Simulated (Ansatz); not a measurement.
ScAl (Pm-3m), one atom moved along a line

The calculation used Ansatz, DFT PBEsol, scalar-relativistic, plane waves, PAW. Settings: plane waves to 420 eV, k-mesh 14×14×14 (Γ-centred), Gaussian smearing 0.15 eV. No spin polarisation. Energies are free energies at this smearing, counted from the undisturbed cell; pressure is positive in compression.

Zero of the scan (relaxed at this level; it needn't be the usual structure):

```
CELL_PARAMETERS angstrom
-3.34440 3.34440 3.34440
3.34440 -3.34440 3.34440
3.34440 3.34440 -3.34440
ATOMIC_POSITIONS crystal
Sc 0.50000 0.50000 0.50000
Sc 0.00000 0.00000 0.50000
Sc 0.00000 0.50000 0.00000
Sc 0.50000 0.00000 0.00000
Al 0.00000 0.00000 0.00000
Al 0.50000 0.50000 0.00000
Al 0.50000 0.00000 0.50000
Al 0.00000 0.50000 0.50000
```

Atom 5 (Al) is moved by x along the Cartesian unit vector (0.000, 1.000, 0.000); the cell and all other atoms stay fixed. The cell is metallic on the mesh throughout.

```tsv
x (Å)	ΔE (meV/cell)
-0.2000	121.6
-0.1200	44.0
0.0000	0.0
0.1600	78.1
```

Question: Predict the force along x on the moved atoms (eV/Å) at each point.

Answer:
```csv
x (Å),force along x on the moved atoms (eV/Å)
-0.2000,1.21
-0.1200,0.73
0.0000,0.00
0.1600,-0.97
```

Cost: 4 runs of about 7.4 core-minutes in all, on Intel Xeon Platinum 8259CL (Skylake/Cascade Lake) (shared hosts).